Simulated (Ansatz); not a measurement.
Input for Ansatz (plane-wave DFT, PAW):

```yaml
crystal:
  lattice:
    - [4.8386511204, 0.0, 0.0]
    - [-2.4193255602, 4.1903947903, 0.0]
    - [0.0, 0.0, 6.1010637104]
  atoms:
    - { symbol: Sc, position: [0.0, 0.0, 0.0] }
    - { symbol: Sc, position: [0.0, 0.0, 0.5] }
    - { symbol: Sc, position: [0.3333333333, 0.6666666667, 0.75] }
    - { symbol: Sc, position: [0.6666666667, 0.3333333333, 0.25] }
    - { symbol: Al, position: [0.3333333333, 0.6666666667, 0.25] }
    - { symbol: Al, position: [0.6666666667, 0.3333333333, 0.75] }
basis:
  ecutwfc: 500
kpoints:
  mp_grid: { grid: [12, 12, 6] }
hamiltonian:
  xc: r2scan
scf:
  occupations: { method: gaussian, width: 0.1 }
output:
  forces: true
  stress: true
  eigenvalues: true
relax:
  adjacent_minimum: "off"
  f_tol: 0.01
  max_steps: 30
  cell: { stress_tol: 0.1, fix: [volume] }
```

Run as
```bash
ansatz run input.yaml --threads 1 --pin off --max-ram 2560MiB --backend cpu --events-out ev --progress --plain --runs-dir out
```

Computed with DFT r2SCAN, scalar-relativistic, plane waves, PAW in Ansatz.

Abridged output:

```
Pseudopotentials: kind: paw
Pseudopotential: Sc, paw, valence charge 11, recommended cutoff 500 eV (meta_gga)
Pseudopotential: Al, paw, valence charge 3, recommended cutoff 500 eV (meta_gga)
Functional definition: r2SCAN
Crystal: 6 atoms, lattice volume = 123.704 Å³
Basis set: ecut = 500 eV, 3125 PW (Γ), exchange–correlation on 144×144×180 points (64 copies of the dense FFT grid, shifted against one another)
Bands: 31, of which v1, the nominal top of the filled ones, is band 25 counted from 1 (24 counted from 0)
Symmetry: 24 space group operations
Space group: P63/mmc (ITA 194), of the structure as read, at distance tolerance 5.0e-5 Å
k-points: 76 of 864
Initial density: superposition of atomic densities (neutral atoms: chi_scale 0, normalization atom), corrected by the library's trained network
Initial wavefunctions: pseudopotential atomic-orbital guess
Functional: x = r2scan, c = r2scan; τ floored in thin density (d = 2e-4 eV/Å³)
SCF iter   1: F=—  HF=-9645.384162 eV  |F-HF|=—  |Δ(HF+E_count)|=         —  Δρ=1.12e-2  dr2=1.90e-1  dr2_τ=2.42e-2  ethr=1.77e-3  ⟨swp⟩=6.0  Hψ=9984  notcnv=0
SCF iter   2: F=—  HF=-9645.485549 eV  |F-HF|=—  |Δ(HF+E_count)|=   1.01e-1  Δρ=4.71e-3  dr2=3.65e-2  dr2_τ=1.27e-3  ethr=3.79e-4  ⟨swp⟩=3.0  Hψ=5019  notcnv=0  defer=29
SCF iter   3: F=—  HF=-9645.479174 eV  |F-HF|=—  |Δ(HF+E_count)|=   6.37e-3  Δρ=1.40e-3  dr2=2.29e-3  dr2_τ=2.64e-4  ethr=7.30e-5  ⟨swp⟩=3.0  Hψ=4330  notcnv=0  defer=29
SCF iter   4: F=—  HF=-9645.479943 eV  |F-HF|=—  |Δ(HF+E_count)|=   7.69e-4  Δρ=6.76e-4  dr2=7.70e-4  dr2_τ=6.84e-5  ethr=4.57e-6  ⟨swp⟩=2.2  Hψ=3156  notcnv=0  defer=29
SCF iter   5: F=—  HF=-9645.479934 eV  |F-HF|=—  |Δ(HF+E_count)|=   9.22e-6  Δρ=1.71e-4  dr2=4.00e-5  dr2_τ=7.70e-7  ethr=1.54e-6  ⟨swp⟩=2.1  Hψ=2995  notcnv=0  defer=29
SCF iter   6: F=—  HF=-9645.479939 eV  |F-HF|=—  |Δ(HF+E_count)|=   5.57e-6  Δρ=5.35e-5  dr2=3.96e-6  dr2_τ=1.19e-7  ethr=7.99e-8  ⟨swp⟩=3.0  Hψ=4448  notcnv=0  defer=29
SCF iter   7: F=—  HF=-9645.479940 eV  |F-HF|=—  |Δ(HF+E_count)|=   1.16e-6  Δρ=1.16e-5  dr2=1.90e-7  dr2_τ=5.77e-9  ethr=7.93e-9  ⟨swp⟩=2.0  Hψ=2872  notcnv=0  defer=29
SCF iter   8: F=-9645.479941 eV  HF=-9645.479941 eV  |F-HF|=8.04e-10  |Δ(HF+E_count)|=   3.78e-8  Δρ=2.30e-6  dr2=7.87e-9  dr2_τ=3.87e-10  ethr=2.00e-10  ⟨swp⟩=6.5  Hψ=8097  notcnv=0
SCF 1 converged in 8 iterations: F = -9645.479941 eV  dr2 = 7.87e-9
relax step   1: F+E_penalty+E_count = -9645.47994051 eV  Δ(F+E_penalty+E_count) = +0.000e0 eV  max|allowed force component| = 2.062e-17 eV/Å  Δτ_max = 0.0000 Å  P = +2.386 GPa  Ω = 123.704 Å³  fix = [volume]  reactions: volume +2.386 GPa (8 SCF iters, dr2 threshold 1.00e-7 eV, accepted)
Basis set: ecut = 500 eV, 3113 PW (Γ), exchange–correlation on 144×144×180 points (64 copies of the dense FFT grid, shifted against one another)
Initial density: handed on by an earlier stage of this run
Initial wavefunctions: those handed on with the density
SCF iter   1: F=—  HF=-9645.479608 eV  |F-HF|=—  |Δ(HF+E_count)|=         —  Δρ=2.84e-4  dr2=1.56e-4  dr2_τ=3.08e-4  ethr=2.98e-7  ⟨swp⟩=2.2  Hψ=12186  notcnv=0
SCF iter   2: F=—  HF=-9645.480069 eV  |F-HF|=—  |Δ(HF+E_count)|=   4.62e-4  Δρ=1.39e-4  dr2=3.76e-5  dr2_τ=2.25e-6  ethr=2.98e-7  ⟨swp⟩=2.0  Hψ=4071  notcnv=0
SCF iter   3: F=—  HF=-9645.480066 eV  |F-HF|=—  |Δ(HF+E_count)|=   3.37e-6  Δρ=8.31e-5  dr2=1.30e-5  dr2_τ=1.73e-7  ethr=7.52e-8  ⟨swp⟩=1.3  Hψ=2392  notcnv=0
SCF iter   4: F=—  HF=-9645.480064 eV  |F-HF|=—  |Δ(HF+E_count)|=   1.60e-6  Δρ=1.32e-5  dr2=2.57e-7  dr2_τ=3.32e-8  ethr=2.60e-8  ⟨swp⟩=2.0  Hψ=3043  notcnv=0
SCF iter   5: F=-9645.480064 eV  HF=-9645.480064 eV  |F-HF|=6.87e-9  |Δ(HF+E_count)|=   4.78e-8  Δρ=3.74e-6  dr2=1.22e-8  dr2_τ=6.46e-10  ethr=2.33e-10  ⟨swp⟩=4.5  Hψ=7643  notcnv=0
SCF 2 converged in 5 iterations: F = -9645.480064 eV  dr2 = 1.22e-8
relax step   2: F+E_penalty+E_count = -9645.48006423 eV  Δ(F+E_penalty+E_count) = -1.237e-4 eV  max|allowed force component| = 2.043e-17 eV/Å  Δτ_max = 0.0000 Å  P = +2.358 GPa  Ω = 123.704 Å³  energy of the carried Pulay correction = +5.207e-6 eV  fix = [volume]  reactions: volume +2.358 GPa (5 SCF iters, dr2 threshold 1.16e-7 eV, accepted)
SCF iter   1: F=—  HF=-9645.480074 eV  |F-HF|=—  |Δ(HF+E_count)|=         —  Δρ=1.11e-4  dr2=2.35e-5  dr2_τ=4.73e-5  ethr=4.52e-8  ⟨swp⟩=2.2  Hψ=12126  notcnv=0
SCF iter   2: F=—  HF=-9645.480145 eV  |F-HF|=—  |Δ(HF+E_count)|=   7.05e-5  Δρ=5.43e-5  dr2=5.59e-6  dr2_τ=3.40e-7  ethr=4.52e-8  ⟨swp⟩=2.0  Hψ=4074  notcnv=0
SCF iter   3: F=—  HF=-9645.480144 eV  |F-HF|=—  |Δ(HF+E_count)|=   4.91e-7  Δρ=3.23e-5  dr2=1.93e-6  dr2_τ=2.51e-8  ethr=1.12e-8  ⟨swp⟩=1.3  Hψ=2395  notcnv=0
SCF iter   4: F=-9645.480144 eV  HF=-9645.480144 eV  |F-HF|=1.10e-9  |Δ(HF+E_count)|=   2.51e-7  Δρ=5.09e-6  dr2=3.87e-8  dr2_τ=4.93e-9  ethr=9.56e-11  ⟨swp⟩=3.0  Hψ=9373  notcnv=0
SCF 3 converged in 4 iterations: F = -9645.480144 eV  dr2 = 3.87e-8
relax step   3: F+E_penalty+E_count = -9645.48014392 eV  Δ(F+E_penalty+E_count) = -7.969e-5 eV  max|allowed force component| = 9.252e-18 eV/Å  Δτ_max = 0.0000 Å  P = +2.369 GPa  Ω = 123.704 Å³  energy of the carried Pulay correction = +3.172e-6 eV  fix = [volume]  reactions: volume +2.369 GPa (4 SCF iters, dr2 threshold 4.78e-8 eV, accepted)
Initial wavefunctions: pseudopotential atomic-orbital guess (no wavefunctions were taken with the density)
SCF iter   1: F=—  HF=-9645.480141 eV  |F-HF|=—  |Δ(HF+E_count)|=         —  Δρ=6.29e-6  dr2=4.00e-8  dr2_τ=4.15e-8  ethr=7.73e-8  ⟨swp⟩=3.4  Hψ=15826  notcnv=0
SCF iter   2: F=—  HF=-9645.480142 eV  |F-HF|=—  |Δ(HF+E_count)|=   4.43e-7  Δρ=3.90e-6  dr2=1.95e-8  dr2_τ=1.86e-9  ethr=7.99e-11  ⟨swp⟩=2.3  Hψ=3857  notcnv=0
SCF iter   3: F=—  HF=-9645.480142 eV  |F-HF|=—  |Δ(HF+E_count)|=   4.67e-9  Δρ=1.04e-6  dr2=2.28e-9  dr2_τ=1.93e-10  ethr=3.89e-11  ⟨swp⟩=2.0  Hψ=3058  notcnv=0
SCF iter   4: F=-9645.480142 eV  HF=-9645.480142 eV  |F-HF|=2.91e-11  |Δ(HF+E_count)|=  2.16e-10  Δρ=4.32e-7  dr2=9.81e-11  dr2_τ=3.77e-11  ethr=1.00e-12  ⟨swp⟩=3.5  Hψ=8261  notcnv=0
SCF 4 converged in 4 iterations: F = -9645.480142 eV  dr2 = 9.81e-11
SCF converged after 4 iterations
Free energy (F): -9645.480142 eV
Harris-Foulkes:  -9645.480142 eV  (|F-HF|=2.91e-11)
Internal energy: -9645.445621 eV  (E = F + TS)
E sigma→0 (E₀):  -9645.462881 eV
Entropy (-TS):   -0.034521 eV (-5.753 meV/atom)
Fermi energy:    9.576039 eV
--- Per-component energies (eV) ---
  E_band       = -680.844946
  E_kinetic    = 1091.532709
  E_local      = -3554.762669  (includes V_loc(G=0)·N_el)
  E_nonlocal   = 347.396381
  E_hartree    = 1259.530995
  E_xc         = -475.567236
  E_vxc        = -629.834819  (∫ρ·V_xc dr)
  E_paw        = -4803.021327  (= ΣΔE_a)
  E_vpaw       = -493.495374  (= ΣTr[D̂ρ^β])
  E_aug_tail   = 0.000019  (compensation charges beyond the density's cutoff)
  E_vtau       = 39.257161  (kinetic-family band-sum trace: ∫τ·v_τ [+ j·A + Jᵃ·Aᵃ] dr)
  E_ewald      = -3509.480307
  E_core_change = -1.074184  (= ΣΔE_core)
  E_smearing   = -0.034521  (= −TS)
--- Forces (eV/Å), atoms counted from 1 ---
  atom   1  Sc     0.00000000     0.00000000     0.00000000
  atom   2  Sc     0.00000000     0.00000000     0.00000000
  atom   3  Sc     0.00000000     0.00000000     0.00000000
  atom   4  Sc     0.00000000     0.00000000     0.00000000
  atom   5  Al     0.00000000     0.00000000     0.00000000
  atom   6  Al     0.00000000     0.00000000     0.00000000
--- Stress (GPa, compression-positive) ---
        2.369748       0.000000       0.000000
        0.000000       2.369748       0.000000
        0.000000       0.000000       2.368174
  P = ⅓ Tr σ = 2.3692 GPa (23.692 kbar)
--- Band table (eV; the first three rows and the last of 76) ---
  k-point 0: bands = ["-42.0537", "-41.9826", "-41.9823", "-41.9603", "-19.8504", "-19.8108", "-19.8108", "-19.6845", "-19.6845", "-19.6453", "-19.6453", "-19.6298", "-19.6152", "-19.5556", "-19.5556", "-19.4232", "1.8638", "4.9037", "6.4961", "7.5306", "7.5306", "8.7888", "8.7888", "8.8766", "9.1710", "9.1710", "9.5131", "9.5131", "11.6542", "11.8036", "11.8036"]
  k-point 1: bands = ["-42.0501", "-41.9949", "-41.9733", "-41.9606", "-19.8247", "-19.8051", "-19.8051", "-19.7034", "-19.7034", "-19.6288", "-19.6288", "-19.6266", "-19.6190", "-19.5588", "-19.5588", "-19.4498", "1.9910", "4.4646", "6.9030", "7.5696", "7.5696", "8.5247", "8.5247", "8.9261", "9.4068", "9.4068", "9.5467", "9.5467", "11.6205", "11.7529", "11.8938"]
  k-point 2: bands = ["-42.0403", "-42.0100", "-41.9672", "-41.9615", "-19.7889", "-19.7889", "-19.7560", "-19.7342", "-19.7342", "-19.6325", "-19.6162", "-19.6049", "-19.6049", "-19.5685", "-19.5685", "-19.5189", "2.3626", "3.6880", "7.6329", "7.6882", "7.6882", "8.1752", "8.1752", "8.8723", "9.6292", "9.6292", "9.6394", "9.6394", "11.1231", "11.6867", "12.1445"]
  k-point 75: bands = ["-42.0054", "-42.0054", "-41.9839", "-41.9839", "-19.8306", "-19.8306", "-19.7648", "-19.7648", "-19.6737", "-19.6737", "-19.6273", "-19.6273", "-19.5645", "-19.5645", "-19.5093", "-19.5093", "4.4848", "4.4848", "6.3340", "6.3340", "6.8935", "6.8935", "8.8681", "8.8681", "9.9351", "9.9351", "10.2885", "10.2885", "10.8650", "10.8650", "11.2781"]
--- Relaxed structure (3 steps of the walk, 3 accepted, 1 SCFs on fresh bases) ---
  F+E_penalty+E_count = -9645.48014184 eV   max|allowed force component| = 8.866e-18 eV/Å   (the final SCF, on the basis selected at the relaxed cell)
  cell:  # Å, volume = 123.7043 Å³
    - [4.84251460, 0.0, 0.0]
    - [-2.42125730, 4.19374066, 0.0]
    - [0.0, 0.0, 6.09133240]
  atoms:
    - { symbol: Sc, position: [0.0, 0.0, 0.0] }
    - { symbol: Sc, position: [0.0, 0.0, 0.5] }
    - { symbol: Sc, position: [0.33333333, 0.66666666, 0.75000000] }
    - { symbol: Sc, position: [0.66666666, 0.33333333, 0.25] }
    - { symbol: Al, position: [0.33333333, 0.66666666, 0.25] }
    - { symbol: Al, position: [0.66666666, 0.33333333, 0.75000000] }
```

The relaxation met its thresholds.

It took 2 min on 1 thread of Intel(R) Xeon(R) Platinum 8375C CPU @ 2.90GHz (Ice Lake) (shared host), peak memory 0.86 GiB.